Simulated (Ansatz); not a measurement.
## GeSbTe$_{3}$ (R3m)

All numbers below come from DFT PBE, scalar-relativistic, plane waves, PAW in Ansatz.

Cutoff 420 eV; k points 12×12×12 on the computed 5-atom cell (Γ-centred); Gaussian smearing, width 0.10 eV; no spin polarisation.

The structure is relaxed at this level of theory with its symmetry kept. Whether it is the stable form of this composition wasn't checked.

```
Ge Sb Te
1.0
     2.07746    1.19942   10.40057
    -2.07746    1.19942   10.40057
     0.00000   -2.39885   10.40057
Ge Sb Te
1 1 3
Direct
  0.59983 0.59983 0.59983
  0.39544 0.39544 0.39544
  0.99913 0.99913 0.99913
  0.78743 0.78743 0.78743
  0.21817 0.21817 0.21817
```

(1) Formation energy from the elements' standard states (uncorrected)?

(2) Density of states at the Fermi level?

(3) Löwdin character within 0.5 eV of the Fermi level?

(4) Bader charges (e)?

Spin-orbit coupling is left out, which matters for the bands of heavy elements. The cell holds layers, and where no dispersion correction was added their binding is poorly described.

Answers

(1) -0.069 eV/atom.

(2) 2.79 states/eV per cell.

(3) Te 5p 76 %, Ge 4s 8 %.

(4) Ge (1 in the cell) 0.38, Sb (1 in the cell) 0.54, Te (1 in the cell) -0.38, Te (1 in the cell) -0.28, Te (1 in the cell) -0.26.